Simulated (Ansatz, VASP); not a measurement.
**Two plane-wave programs on Ta**

```
Ta
1.0
     2.93854    0.00000    0.00000
    -1.46927    2.54485    0.00000
     0.00000    0.00000    5.23426
Ta
2
Direct
  0.33333 0.66667 0.25000
  0.66667 0.33333 0.75000
```

This isn't the form of Ta at room conditions, which is bcc.

Alike in both runs: task single point; functional PBE; k mesh 11 × 11 × 5; occupations fermi-dirac, width 0.05 eV; no spin polarisation.

|  | VASP | Ansatz |
| --- | --- | --- |
| version | VASP 6.6.1 | Ansatz 0.2.0 |
| potentials or method | VASP PAW PBE potentials, release 64 (Ta_pv) | Ansatz PAW soft_1 |
| plane-wave cutoff (eV) | 520 | 420 |
| valence electrons in the cell | 22 | 26 |

```csv
,VASP,Ansatz,Ansatz less VASP
gap on the k mesh at the Fermi level (eV),none,none,-
pressure (GPa),-7.7,-7.7,-0.05
largest component of the traceless stress (GPa),1.02,1.03,+0.004
```

A gap of «none» marks a metal or a gap that the smearing closes. The two sets of potentials don't hold the same shells in valence.

Spin-orbit coupling is left out, which matters for the levels of Ta.
